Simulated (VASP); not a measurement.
Crystal: Fe.

```
CELL_PARAMETERS angstrom
-1.44300 1.44300 1.44300
1.44300 -1.44300 1.44300
1.44300 1.44300 -1.44300
ATOMIC_POSITIONS crystal
Fe 0.00000 0.00000 0.00000
```

* Program: VASP 6.6.1
* Task: relaxation of cell and atoms
* Functional: PBEsol
* Potentials or basis: VASP PAW PBE potentials, release 64 (Fe)
* Cutoff: 600 eV
* k mesh: 10 × 10 × 10
* Occupations: fermi-dirac, width 0.05 eV
* Spin: collinear spin, ferromagnetic start
* Starting moments: [3.0] μB

At the start: pressure -19.5 GPa; volume 12.02 Å³/atom.

Q: How do energy, volume and symmetry change on relaxing?

A: Over 6 steps the energy falls by 82.2 meV/atom and the volume is 10.83 Å³/atom (-9.9 %); space group Im-3m (No. 229, to 0.05 Å); moment 2.12 μB per cell.

The path:
| step | energy change (eV) | largest force (eV/Å) | pressure (GPa) | volume (Å³) |
| --- | --- | --- | --- | --- |
| 1 | 0.0000 | 0.0000 | -19.48 | 12.02 |
| 2 | 0.0286 | 0.0000 | 33.24 | 9.65 |
| 3 | -0.0822 | 0.0000 | -0.11 | 10.84 |
| 4 | -0.0821 | 0.0000 | 0.38 | 10.82 |
| 5 | -0.0821 | 0.0000 | -0.42 | 10.85 |
| 6 | -0.0822 | 0.0000 | 0.00 | 10.83 |

Final structure:
```xyz
1
Lattice="-1.3939 1.3939 1.3939 1.3939 -1.3939 1.3939 1.3939 1.3939 -1.3939" Properties=species:S:1:pos:R:3 pbc="T T T"
Fe    1.3939    1.3939    1.3939
```

Caveat: the PAW data sets were made with another functional, which shifts forces and pressure a little.
